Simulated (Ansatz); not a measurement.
Arsenic (dhcp) across density functionals

All rows: Ansatz, plane waves with scalar-relativistic PAW, 420 eV (500 eV for the SCAN forms), relaxed under each functional, no dispersion correction, no zero-point motion. B₀ comes from uniform scaling at fixed shape; a dash is a value not given.

```csv
functional,V (Å³/atom),cell,B₀ (GPa),magnetic state,ΔE to grey arsenic (A7) (meV/atom)
PBE,19.30,"a = 2.976 Å, c = 10.068 Å (c/a = 3.383)",81,spin not included,513
PBEsol,18.42,"a = 2.933 Å, c = 9.887 Å (c/a = 3.371)",93,spin not included,452
LDA,18.12,"a = 2.917 Å, c = 9.836 Å (c/a = 3.372)",96,spin not included,469
revPBE,19.58,"a = 2.989 Å, c = 10.118 Å (c/a = 3.384)",77,spin not included,602
RPBE,19.69,"a = 2.994 Å, c = 10.147 Å (c/a = 3.389)",75,spin not included,629
BLYP,21.67,"a = 2.978 Å, c = 11.285 Å (c/a = 3.789)",60,spin not included,790
```

Task: What does r²SCAN give?

Result: V (Å³/atom): 19.07; cell: a = 2.958 Å, c = 10.068 Å (c/a = 3.403); B₀ (GPa): 85; magnetic state: spin not included; ΔE to grey arsenic (A7) (meV/atom): 720.
